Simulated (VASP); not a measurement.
Here is a VASP 6.6.1 calculation.

The input INCAR:

```
SYSTEM = W
  ALGO = Normal
  EDIFF = 1E-7
  ENCUT = 520
  GGA = PE
  ISIF = 2
  ISMEAR = 0
  LASPH = .TRUE.
  LCHARG = .FALSE.
  LREAL = .FALSE.
  LWAVE = .FALSE.
  NELM = 80
  PREC = Accurate
  SIGMA = 0.3
```

KPOINTS

```
k-points
0
G
  18 18 18
  0 0 0
```

Contents of POSCAR:

```
W                                       
1.0
   -1.5603364209      1.5603364209      1.5603364209
    1.5603364209     -1.5603364209      1.5603364209
    1.5603364209      1.5603364209     -1.5603364209
  W             
     1
Direct
     0.0000000000000000    0.0000000000000000    0.0000000000000000
```

Potentials or basis: VASP PAW PBE potentials, release 64 (W_sv).

Run with:

```sh
$ cat potpaw_PBE.64/W_sv/POTCAR > POTCAR
$ mpirun -np 1 vasp_std > vasp.out
```

Task: What does it give for the pressure?

Result: 21.5 GPa.

Task: What does it give for the band gap on the k mesh?

Result: None (metal or under the smearing width).

Caveat: so large a pressure means that the cell lies far from this level's equilibrium, or that cutoff or potentials fall short. Spin-orbit coupling is left out, which matters for the levels of W.
